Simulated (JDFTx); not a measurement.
## MnS: equation of state with PBE

MnS:

```xyz
2
Lattice="0.0000 2.6045 2.6045 2.6045 0.0000 2.6045 2.6045 2.6045 0.0000" Properties=species:S:1:pos:R:3 pbc="T T T"
Mn    0.0000    0.0000    0.0000
S     2.6045    2.6045    2.6045
```

| Quantity | Value |
| --- | --- |
| Program | JDFTx 1.7.0 (patched build) |
| Task | equation of state |
| Functional | PBE |
| Potentials or basis | PseudoDojo-SR-PBE-0.5-standard |
| Cutoff | 1306 eV |
| Density cutoff | 10449 eV |
| k mesh | 9 × 9 × 9 |
| Occupations | fermi-dirac, width 0.05 eV |
| Spin | collinear spin, ferromagnetic start |
| Starting moments | [4.0, 0.0] μB |

The equilibrium volume is 17.05 Å³/atom (rough: see the caveat) and the bulk modulus is 60 GPa (rough).

Energy against volume, from the lowest point:
```csv
volume (Å³/atom),energy (meV/atom)
16.607,2.20
16.961,0.00
17.314,0.65
17.667,3.88
18.021,9.49
18.374,17.32
18.727,27.23
```

Caveat: the fit is doubtful: noisy points or a state that changes with volume.
